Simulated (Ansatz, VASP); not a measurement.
**Os in VASP and in Ansatz**

```
Os
1.0
     0.00000    1.92204    1.92204
     1.92204    0.00000    1.92204
     1.92204    1.92204    0.00000
Os
1
Direct
  0.00000 0.00000 0.00000
```

Alike in both runs: task relaxation of cell and atoms; functional r2SCAN; k mesh 18 × 18 × 18; occupations gaussian, width 0.1 eV; no spin polarisation.

```csv
,VASP,Ansatz
version,VASP 6.6.1,Ansatz 0.2.0
potentials or method,"VASP PAW PBE potentials, release 64 (Os)","scalar-relativistic, plane waves, PAW"
plane-wave cutoff (eV),600,500
valence electrons in the cell,8,16
```

```csv
,VASP,Ansatz,Ansatz less VASP
"gap on the k mesh at the Fermi level, each at its own relaxed structure (eV)",none,none,-
relaxed volume (Å³/atom),14.10,14.07,-0.038
relaxed cell length with the largest relative difference (Å),2.712,2.710,-0.0024
energy change over the relaxation (meV/atom),-1,-2,-0.8
```

A gap of «none» marks a metal or a gap that the smearing closes. The two sets of potentials don't hold the same shells in valence.

Caveats: the PAW data sets were made with another functional, which shifts forces and pressure a little (VASP). Spin-orbit coupling is left out, which matters for the levels of Os.
